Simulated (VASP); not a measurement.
Input of a VASP 6.6.1 run:

File POSCAR:

```
CdS                                     
1.0
    0.0000000000      2.9176352634      2.9176352634
    2.9176352634     -0.0000000000      2.9176352634
    2.9176352634      2.9176352634      0.0000000000
  Cd              S             
     1     1
Direct
     1.0000000000000000    0.0000000000000000    1.0000000000000000
     0.2500000000000000    0.2500000000000000    0.2500000000000000
```

The input INCAR.step1:

```
PREC = Accurate
ENCUT = 520
EDIFF = 1E-5
ISMEAR = 0
SIGMA = 0.03
LREAL = False
LASPH = True
NELM = 80
ALGO = Normal
ISIF = 2
LWAVE = True
LCHARG = False
NBANDS = 16
KPAR = 2
GGA = PE
```

The input INCAR.step2:

```
PREC = Accurate
ENCUT = 520
EDIFF = 1E-7
ISMEAR = 0
SIGMA = 0.03
LREAL = False
LASPH = True
NELM = 80
ALGO = Normal
ISIF = 2
LWAVE = False
LCHARG = False
GGA = PE
LHFCALC = True
AEXX = 0.25
PRECFOCK = Fast
HFRCUT = -1
NBANDS = 16
KPAR = 2
ISTART = 1
```

Contents of KPOINTS:

```
Automatic mesh
0
Gamma
  6 6 6
```

KPOINTS_OPT

```
explicit points
9
Reciprocal
 0.0000000000  0.0000000000  0.0000000000 1
 0.3750000000  0.3750000000  0.7500000000 1
 0.5000000000  0.5000000000  0.5000000000 1
 0.6250000000  0.2500000000  0.6250000000 1
 0.5000000000  0.2500000000  0.7500000000 1
 0.5000000000  0.0000000000  0.5000000000 1
 0.4000000000  0.0000000000  0.4000000000 1
 0.4250000000  0.0000000000  0.4250000000 1
 0.4500000000  0.0000000000  0.4500000000 1
```

Potentials or basis: VASP PAW PBE potentials, release 64 (Cd, S).

Command:

```sh
$ cat potpaw_PBE.64/Cd/POTCAR potpaw_PBE.64/S/POTCAR > POTCAR
$ cp INCAR.step1 INCAR
$ mpirun -np 2 vasp_std > vasp.out
$ cp INCAR.step2 INCAR
$ mpirun -np 2 vasp_std > vasp.out
```

Estimate the pressure.

1.8 GPa.

Estimate the band gap on the k mesh.

2.81 eV, direct.

What does it give for the band gap along the path?

2.81 eV, direct.

Caveat: the PAW data sets were made with another functional, which shifts forces and pressure a little.
